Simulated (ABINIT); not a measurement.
Crystal: Hf.

```
Hf
1.0
     3.19670    0.00000    0.00000
    -1.59835    2.76842    0.00000
     0.00000    0.00000    5.05780
Hf
2
Direct
  0.66667 0.33333 0.75000
  0.33333 0.66667 0.25000
```

- Program: ABINIT 10.8.3 (patched build)
- Task: relaxation of cell and atoms
- Functional: LDA
- Potentials or basis: JTH PAW LDA v2.0
- Cutoff: 463 eV
- k mesh: 8 × 8 × 4
- Occupations: fermi-dirac, width 0.05 eV
- Spin: no spin polarisation

At the start: pressure -7.9 GPa; volume 22.38 Å³/atom.

Problem. Where does the relaxation end?

Solution. Over 8 steps the energy falls by 40.4 meV/atom and the volume is 20.84 Å³/atom (-6.9 %); space group P6_3/mmc (No. 194, to 0.05 Å).

The path:
```tsv
step	energy change (eV)	largest force (eV/Å)	pressure (GPa)	volume (Å³)
1	0.0000	0.0000	-7.89	44.76
2	-0.0449	0.0000	-5.48	43.69
3	-0.0804	0.0000	0.58	41.49
4	-0.0807	0.0000	-0.03	41.69
5	-0.0807	0.0000	0.00	41.67
6	-0.0807	0.0000	0.00	41.67
7	-0.0807	0.0000	0.01	41.67
8	-0.0807	0.0000	0.00	41.67
```

Final structure:
```xyz
2
Lattice="3.1224 0.0000 0.0000 -1.5612 2.7041 0.0000 0.0000 0.0000 4.9357" Properties=species:S:1:pos:R:3 pbc="T T T"
Hf    1.5612    0.9014    3.7018
Hf    0.0000    1.8027    1.2339
```
